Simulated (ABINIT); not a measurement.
# B (P4/mmm) in ABINIT: notebook

The runs below take B through single point, with PBE, LDA, PBEsol, RPBE.

All numbers are computed with ABINIT 10.8.3 (patched build); they aren't measurements. Logs are shortened: lines on timing, memory, paths and dates and some standing lists are left out, and cuts for length are marked. The log counts tension as positive stress, the text compression.

### 1 The structure

The structure is tetragonal, space group P4/mmm (No. 123). The conventional cell has a = 2.346 Å, b = 2.346 Å, c = 1.586 Å, α = 90.00°, β = 90.00°, γ = 90.00°. Around B (site symmetry 4/mmm) lie 2 B at 1.59 Å.

The cell was built by a generator and needn't be a form met in nature.

### 2 Single point, PBE

run.abi

```
# Pseudopotentials
pp_dirpath "./"
pseudos "B.GGA_PBE-JTH.xml"

# Structure
acell 2.34611 2.34611 1.58579 Angstrom
rprim
     1.0000000000     0.0000000000     0.0000000000
     0.0000000000     1.0000000000     0.0000000000
     0.0000000000     0.0000000000     1.0000000000
ntypat 1
znucl 5
natom 1
typat 1
xred
     0.5000000000     0.5000000000     0.5000000000

# Plane-wave basis
ecut 18.0
pawecutdg 36.0
pawxcdev 0
pawovlp 30

# k points
kptopt 1
ngkpt 11 11 16
nshiftk 1
shiftk 0.0 0.0 0.0

# Exchange and correlation
ixc 11

# Bands and occupations
nband 6
occopt 3
tsmear 0.05 eV

# SCF cycle
nstep 100
tolvrs 1.0e-9

# Output
iomode 3
prtwf 0
prtden 0
prteig 0
prtebands 0
enunit 1
```

Potentials or basis: JTH PAW PBE v2.0.

On the command line:

```console
> abinit run.abi > log 2>&1
```

run.abo:

```text
.Version 10.8.3 of ABINIT
 Symmetries : space group P4/m m m (#123); Bravais tP (primitive tetrag.)
================================================================================
 Values of the parameters that define the memory need of the present run
     intxc =       0    ionmov =       0      iscf =      17    lmnmax =       8
     lnmax =       4     mgfft =      18  mpssoang =       2    mqgrid =    3001
     natom =       1  nloc_mem =       2    nspden =       1   nspinor =       1
    nsppol =       1      nsym =      16    n1xccc =       1    ntypat =       1
    occopt =       3   xclevel =       2
       mpw =         226          nfft =        3888          nkpt =         189
 PAW method is used; the additional fine FFT grid is defined by:
   mgfftf=        24    nfftf =     10368
================================================================================
================================================================================

--------------------------------------------------------------------------------
------------- Echo of variables that govern the present computation ------------
--------------------------------------------------------------------------------
 -outvars: echo values of preprocessed input variables --------
            acell      4.4335053613E+00  4.4335053613E+00  2.9967087932E+00 Bohr
              amu      1.08110000E+01
             ecut      1.80000000E+01 Hartree
           enunit           1
                       outvar_i_n : Printing only first  50 k-points.
              ixc          11
                       outvar_i_n : Printing only first  50 k-points.
         kptrlatt       11    0    0      0   11    0      0    0   16
          kptrlen      4.79473407E+01
            natom           1
            nband           6
            ngfft          18      18      12
          ngfftdg          24      24      18
             nkpt         189
            nstep         100
             nsym          16
           ntypat           1
                       prtocc : prtvol=0, do not print more k-points.
           occopt           3
        pawecutdg      3.60000000E+01 Hartree
          pawovlp      3.0000000000E+01
         pawxcdev           0
           prtden           0
        prtebands           0
           prteig           0
            prtwf           0
          spgroup         123
           tolvrs      1.00000000E-09
           tsmear      1.83746611E-03 Hartree
            typat      1
           useylm           1
                       outvars : Printing only first  50 k-points.
           xangst      1.1730550000E+00  1.1730550000E+00  7.9289500000E-01
            xcart      2.2167526806E+00  2.2167526806E+00  1.4983543966E+00
             xred      5.0000000000E-01  5.0000000000E-01  5.0000000000E-01
            znucl        5.00000

================================================================================

 chkinp: Checking input parameters for consistency.

================================================================================
== DATASET  1 ==================================================================

--- !DatasetInfo
iteration_state: {dtset: 1, }
dimensions: {natom: 1, nkpt: 189, mband: 6, nsppol: 1, nspinor: 1, nspden: 1, mpw: 226, }
cutoff_energies: {ecut:  18.0, pawecutdg:  36.0, }
electrons: {nelect:   3.00000000E+00, charge:   0.00000000E+00, occopt:   3.00000000E+00, tsmear:   1.83746611E-03, }
meta: {optdriver: 0, ionmov: 0, optcell: 0, iscf: 17, paral_kgb: 0, }
...

 Exchange-correlation functional for the present dataset will be:
  GGA: Perdew-Burke-Ernzerhof functional - ixc=11
  J.P.Perdew, K.Burke, M.Ernzerhof, PRL 77, 3865 (1996)

 Real(R)+Recip(G) space primitive vectors, cartesian coordinates (Bohr,Bohr^-1):
 R(1)=  4.4335054  0.0000000  0.0000000  G(1)=  0.2255552  0.0000000  0.0000000
 R(2)=  0.0000000  4.4335054  0.0000000  G(2)=  0.0000000  0.2255552  0.0000000
 R(3)=  0.0000000  0.0000000  2.9967088  G(3)=  0.0000000  0.0000000  0.3336994
 Unit cell volume ucvol=  5.8903218E+01 bohr^3
 Angles (23,13,12)=  9.00000000E+01  9.00000000E+01  9.00000000E+01 degrees

 Coarse grid specifications (used for wave-functions):

 getcut: wavevector=  0.0000  0.0000  0.0000  ngfft=  18  18  12
         ecut(hartree)=     18.000   => boxcut(ratio)=   2.09670

 Fine grid specifications (used for densities):

 getcut: wavevector=  0.0000  0.0000  0.0000  ngfft=  24  24  18
         ecut(hartree)=     36.000   => boxcut(ratio)=   2.00423

--- Pseudopotential description ------------------------------------------------
- pspini: atom type   1  psp file is ./B.GGA_PBE-JTH.xml
 Pseudopotential format is: paw10
 basis_size (lnmax)=  4 (lmn_size=  8), orbitals=   0   0   1   1
 Spheres core radius: rc_sph= 1.70616958
 Shapefunction is SIN type: shapef(r)=[sin(pi*r/rshp)/(pi*r/rshp)]**2
 Radius for shape functions =  1.40269776
 Compensation charge density is not taken into account in XC energy/potential

   1.25854815E+01                                ecore*ucvol(ha*bohr**3)
--------------------------------------------------------------------------------

================================================================================

--- !BeginCycle
iteration_state: {dtset: 1, }
solver: {iscf: 17, nstep: 100, nline: 4, wfoptalg: 10, }
tolerances: {tolvrs: 1.00E-09, }
...

     iter   Etot(hartree)      deltaE(h)  residm     nres2
 ETOT  1  -2.8181565716976    -2.818E+00 6.550E-01 2.659E+00
 ETOT  2  -2.8240981786367    -5.942E-03 5.654E-02 2.659E-01
 ETOT  3  -2.8229677219037     1.130E-03 1.057E-02 1.723E-03
 ETOT  4  -2.8229859495836    -1.823E-05 6.293E-04 3.110E-04
 ETOT  5  -2.8229876899541    -1.740E-06 1.446E-03 2.298E-05
 ETOT  6  -2.8229876025594     8.739E-08 4.384E-04 1.354E-06
 ETOT  7  -2.8229876138461    -1.129E-08 9.884E-04 2.596E-08
 ETOT  8  -2.8229876136290     2.171E-10 1.848E-04 5.984E-10

 At SCF step    8       nres2   =  5.98E-10 < tolvrs=  1.00E-09 =>converged.

 Cartesian components of stress tensor (hartree/bohr^3)
  sigma(1 1)=  4.83247468E-05  sigma(3 2)=  0.00000000E+00
  sigma(2 2)=  4.83247468E-05  sigma(3 1)=  0.00000000E+00
  sigma(3 3)= -5.86545151E-05  sigma(2 1)=  0.00000000E+00

--- !ResultsGS
iteration_state: {dtset: 1, }
comment   : Summary of ground state results
lattice_vectors:
- [  4.4335054,   0.0000000,   0.0000000, ]
- [  0.0000000,   4.4335054,   0.0000000, ]
- [  0.0000000,   0.0000000,   2.9967088, ]
lattice_lengths: [   4.43351,    4.43351,    2.99671, ]
lattice_angles: [ 90.000,  90.000,  90.000, ] # degrees, (23, 13, 12)
lattice_volume:   5.8903218E+01
convergence: {deltae:  2.171E-10, res2:  5.984E-10, residm:  1.848E-04, diffor: null, }
etotal    :  -2.82298761E+00
entropy   :   0.00000000E+00
fermie    :   2.09749710E-01
cartesian_stress_tensor: # hartree/bohr^3
- [  4.83247468E-05,   0.00000000E+00,   0.00000000E+00, ]
- [  0.00000000E+00,   4.83247468E-05,   0.00000000E+00, ]
- [  0.00000000E+00,   0.00000000E+00,  -5.86545151E-05, ]
pressure_GPa:  -3.7262E-01
xred      :
- [  5.0000E-01,   5.0000E-01,   5.0000E-01,  B]
cartesian_forces: # hartree/bohr
- [ -0.00000000E+00,  -0.00000000E+00,  -0.00000000E+00, ]
force_length_stats: {min:   0.00000000E+00, max:   0.00000000E+00, mean:   0.00000000E+00, }
...

 Integrated electronic density in atomic spheres:
 ------------------------------------------------
 Atom  Sphere_radius  Integrated_density
    1        1.70617          1.79291355

================================================================================

 ----iterations are completed or convergence reached----

 Mean square residual over all n,k,spin=   68.457E-08; max=  18.479E-05
 reduced coordinates (array xred) for    1 atoms
       0.500000000000      0.500000000000      0.500000000000
 rms dE/dt=  0.0000E+00; max dE/dt=  0.0000E+00; dE/dt below (all hartree)
    1       0.000000000000      0.000000000000      0.000000000000

 cartesian coordinates (angstrom) at end:
    1      1.17305500000000     1.17305500000000     0.79289500000000

 cartesian forces (hartree/bohr) at end:
    1     -0.00000000000000    -0.00000000000000    -0.00000000000000
 frms,max,avg= 0.0000000E+00 0.0000000E+00   0.000E+00  0.000E+00  0.000E+00 h/b

 cartesian forces (eV/Angstrom) at end:
    1     -0.00000000000000    -0.00000000000000    -0.00000000000000
 frms,max,avg= 0.0000000E+00 0.0000000E+00   0.000E+00  0.000E+00  0.000E+00 e/A
 length scales=  4.433505361254  4.433505361254  2.996708793203 bohr
              =  2.346110000000  2.346110000000  1.585790000000 angstroms
 Fermi (or HOMO) energy (eV) =   5.70758   Average Vxc (eV)= -11.00166
 Eigenvalues (   eV  ) for nkpt= 189  k points:
 kpt#   1, nband=  6, wtk=  0.00052, kpt=  0.0000  0.0000  0.0000 (reduced coord)
  -8.28268   10.12550   10.12550   20.02137   21.14376   32.02385
 prteigrs : prtvol=0 or 1, do not print more k-points.

--- !EnergyTerms
iteration_state     : {dtset: 1, }
comment             : Components of total free energy in Hartree
kinetic             :  1.62953498199401E+00
hartree             :  1.75900671946752E-01
xc                  : -1.10320041909942E+00
Ewald energy        : -3.10686345866103E+00
psp_core            :  2.13663736164641E-01
local_psp           : -9.13970768825394E-01
PAW spherical_terms :  2.82019918709341E-01
internal            : -2.82291533777110E+00
'-kT*entropy'       : -7.18208801719064E-05
total_energy        : -2.82298715865127E+00
total_energy_eV     : -7.68173939415042E+01
...

--- !EnergyTermsDC
iteration_state     : {dtset: 1, }
comment             : '"Double-counting" decomposition of free energy'
band_energy         : -4.07111823039367E-02
Ewald energy        : -3.10686345866103E+00
psp_core            :  2.13663736164641E-01
xc_dc               :  9.73731097560564E-02
PAW spherical_terms :  1.36220022954663E-02
internal            : -2.82291579274880E+00
'-kT*entropy'       : -7.18208801719064E-05
total_energy_dc     : -2.82298761362898E+00
total_energy_dc_eV  : -7.68174063220782E+01
...

--- !EnergyTermsWithPAWCore
iteration_state     : {dtset: 1, }
comment             : 'Components of total free energy, including PAW core contributions'
Total energy        : -2.48107255220640E+01
Total energy DC     : -2.48107259770417E+01
Total energy (eV)   : -6.75134235223903E+02
Total energy DC (eV): -6.75134247604477E+02
...

 Cartesian components of stress tensor (hartree/bohr^3)
  sigma(1 1)=  4.83247468E-05  sigma(3 2)=  0.00000000E+00
  sigma(2 2)=  4.83247468E-05  sigma(3 1)=  0.00000000E+00
  sigma(3 3)= -5.86545151E-05  sigma(2 1)=  0.00000000E+00

-Cartesian components of stress tensor (GPa)         [Pressure= -3.7262E-01 GPa]
- sigma(1 1)=  1.42176314E+00  sigma(3 2)=  0.00000000E+00
- sigma(2 2)=  1.42176314E+00  sigma(3 1)=  0.00000000E+00
- sigma(3 3)= -1.72567541E+00  sigma(2 1)=  0.00000000E+00

== END DATASET(S) ==============================================================
================================================================================

 -outvars: echo values of variables after computation  --------
            acell      4.4335053613E+00  4.4335053613E+00  2.9967087932E+00 Bohr
           etotal     -2.8229876136E+00
            fcart     -0.0000000000E+00 -0.0000000000E+00 -0.0000000000E+00
           strten      4.8324746781E-05  4.8324746781E-05 -5.8654515056E-05
                       0.0000000000E+00  0.0000000000E+00  0.0000000000E+00
           xangst      1.1730550000E+00  1.1730550000E+00  7.9289500000E-01
             xred      5.0000000000E-01  5.0000000000E-01  5.0000000000E-01
 Calculation completed.
```

Wall time 4.1 s (1 thread of Arm Neoverse V2, shared host); peak memory 0.07 GiB.

Results:

- Free energy: -76.8174 eV
- Pressure: -0.4 GPa
- Band gap on the k mesh: none (metal or under the smearing width)

Stress tensor (GPa, compression positive):
```
-1.42  0.00  0.00
 0.00 -1.42  0.00
 0.00  0.00  1.73
```

Caveat: the atomic spheres overlap.

### 3 Single point, LDA

Edit run.abi of step 2 so:

```diff
@@ -20,3 +20,2 @@
 pawecutdg 36.0
-pawxcdev 0
 pawovlp 30
@@ -30,3 +29,3 @@
 # Exchange and correlation
-ixc 11
+ixc 7
```

Potentials or basis: JTH PAW PBE v2.0.

On the command line:

```console
> abinit run.abi > log 2>&1
```

Run time: 3.5 s. Hardware: 1 thread of Arm Neoverse V2, shared host; peak memory 0.06 GiB.

The run converged. Its results:

```yaml
Free_energy: -77.1094 eV
Pressure: -5.8 GPa
Band_gap_on_the_k_mesh: none (metal or under the smearing width)
```

Stress tensor (GPa, compression positive):
```
-6.37  0.00  0.00
 0.00 -6.37  0.00
 0.00  0.00 -4.72
```

Levels at points of the mesh, in eV from the Fermi level:
```
           k point  band 1  band 2  band 3  band 4
(0.00, 0.00, 0.00)  -13.85    4.34    4.34   14.42
(0.00, 0.00, 0.50)   -5.92    1.51   13.34   13.34
```

Caveat: the PAW data sets were made with another functional, which shifts forces and pressure a little; the atomic spheres overlap.

### 4 Single point, PBEsol

Edit run.abi of step 3 so:

```diff
@@ -20,2 +20,3 @@
 pawecutdg 36.0
+pawxcdev 0
 pawovlp 30
@@ -29,3 +30,3 @@
 # Exchange and correlation
-ixc 7
+ixc -116133
```

On the command line:

```console
> abinit run.abi > log 2>&1
```

Run time: 5.1 s. Hardware: 1 thread of Arm Neoverse V2, shared host; peak memory 0.07 GiB.

The run converged. Its results:

- Free energy: -76.5735 eV
- Pressure: -2.5 GPa
- Band gap on the k mesh: none (metal or under the smearing width)

Stress tensor (GPa, compression positive):
```
-5.37  0.00  0.00
 0.00 -5.37  0.00
 0.00  0.00  3.20
```

Levels at points of the mesh, in eV from the Fermi level:
| k point | band 1 | band 2 | band 3 | band 4 | band 5 |
| --- | --- | --- | --- | --- | --- |
| (0.00, 0.00, 0.00) | -13.98 | 4.44 | 4.44 | 14.28 | 15.38 |
| (0.00, 0.00, 0.50) | -5.92 | 1.39 | 13.57 | 13.57 | 21.24 |

Caveat: the PAW data sets were made with another functional, which shifts forces and pressure a little; the atomic spheres overlap.

### 5 Single point, RPBE

Edit run.abi of step 4 so:

```diff
@@ -30,3 +30,3 @@
 # Exchange and correlation
-ixc -116133
+ixc 15
```

On the command line:

```console
> abinit run.abi > log 2>&1
```

Wall time 4 s (1 thread of Arm Neoverse V2, shared host); peak memory 0.07 GiB.

It converged, with:

- Free energy: -76.6019 eV
- Pressure: 2.4 GPa
- Band gap on the k mesh: none (metal or under the smearing width)

Stress tensor (GPa, compression positive):
```
0.32 0.00 0.00
0.00 0.32 0.00
0.00 0.00 6.51
```

Levels at points of the mesh, in eV from the Fermi level:
```tsv
k point	band 1	band 2	band 3	band 4	band 5
(0.00, 0.00, 0.00)	-14.05	4.47	4.47	14.24	15.42
(0.00, 0.00, 0.50)	-5.97	1.35	13.67	13.67	21.39
```

Caveat: the PAW data sets were made with another functional, which shifts forces and pressure a little; the atomic spheres overlap.

### 6 Overview

| level | gap on the mesh (eV) | pressure (GPa) |
| --- | --- | --- |
| PBE | none | -0.4 |
| LDA | none | -5.8 |
| PBEsol | none | -2.5 |
| RPBE | none | 2.4 |

Alike in all rows: task single point; potentials or basis JTH PAW PBE v2.0; no spin polarisation; cell as given; k mesh 11 × 11 × 16; cutoff (eV) 490; smearing fermi-dirac 0.05 eV.

Every run on the cell as given and a fine mesh finds a metal. The pressure there spans -5.8 GPa (LDA) to 2.4 GPa (RPBE); a positive pressure means that this level wants a larger cell, a negative one a smaller.

Caveats: the atomic spheres overlap; the PAW data sets were made with another functional, which shifts forces and pressure a little (some runs).

Total energies depend on the potentials used, so only differences within one code and one set of settings carry meaning.
